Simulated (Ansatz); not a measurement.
Here is an Ansatz 0.2.0 calculation.

The input input.yaml:

```yaml
crystal:
  lattice:
    - [3.636, 0.0, 0.0]
    - [-1.818, 3.1488683682, 0.0]
    - [0.0, 0.0, 5.7826]
  atoms:
    - { symbol: Gd, position: [0.6666666667, 0.3333333333, 0.75], spin: 7.0 }
    - { symbol: Gd, position: [0.3333333333, 0.6666666667, 0.25], spin: 7.0 }
kpoints:
  mp_grid: { grid: [8, 8, 5] }
scf:
  occupations: { method: gaussian, width: 0.012 }
hamiltonian:
  xc: pbe
  pseudopotentials: { kind: all_electron, lapw: { basis_error: 0.001 } }
magnetization:
  spin_polarized: true
output:
  forces: true
  stress: true
  eigenvalues: true
```

Potentials or basis: all-electron LAPW, scalar-relativistic.

Command:

```bash
$ ansatz run input.yaml --threads 2 --pin off --max-ram 6144MiB --backend cpu --events-out ev --progress --plain --runs-dir out
```

Problem. What does it give for the site moments?

Solution. Gd +7.45 μB.

Problem. What does it give for the band gap on the k mesh?

Solution. None (metal or under the smearing width).

Problem. What does it give for the pressure?

Solution. 0.6 GPa.

Problem. Estimate the absolute moment.

Solution. 15.19 μB per cell.

Stress tensor (GPa, compression positive):
```
0.46 0.00 0.00
0.00 0.46 0.00
0.00 0.00 0.83
```

Caveat: an open f shell can end in a state above the lowest; spin-orbit coupling is left out, which moves the levels of the heavy elements. The state reached can hang on the start; a lower one may exist.
